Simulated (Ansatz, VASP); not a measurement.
# Two plane-wave programs on MgO

```
Mg O
1.0
     3.48638    0.00000    0.00000
    -1.74319    2.88342    0.00000
     0.00000    0.00000    4.17804
Mg O
2 2
Direct
  0.66667 0.33333 0.75000
  0.33333 0.66667 0.25000
  0.66667 0.33333 0.25000
  0.33333 0.66667 0.75000
```

Change from the starting cell: strain -0.0450 x Voigt [0, 1, 0, 0, 0, 0], atoms carried along.

Alike in both runs: task single point; functional PBE; k mesh 6 × 6 × 6; occupations gaussian, width 0.05 eV; no spin polarisation.

```csv
,VASP,Ansatz
version,VASP 6.6.1,Ansatz 0.2.0
potentials or method,"VASP PAW PBE potentials, release 64 (Mg, O)","scalar-relativistic, plane waves, PAW"
plane-wave cutoff (eV),520,420
valence electrons in the cell,16,32
```

VASP gave:

| Item | Value |
| --- | --- |
| gap on the k mesh at the Fermi level (eV) | 3.65 |
| least direct gap on the mesh (eV) | 3.65 |
| pressure (GPa) | 11.4 |
| largest component of the traceless stress (GPa) | 6.58 |
| rms of the force components (eV/Å) | 0.326 |

Problem. Estimate Ansatz's values.

Solution. gap on the k mesh at the Fermi level (eV): 3.67; least direct gap on the mesh (eV): 3.67; pressure (GPa): 11.9; largest component of the traceless stress (GPa): 6.42; rms of the force components (eV/Å): 0.322.

Atom by atom the forces differ by 0.004 eV/Å (rms over components). The two sets of potentials don't hold the same shells in valence.
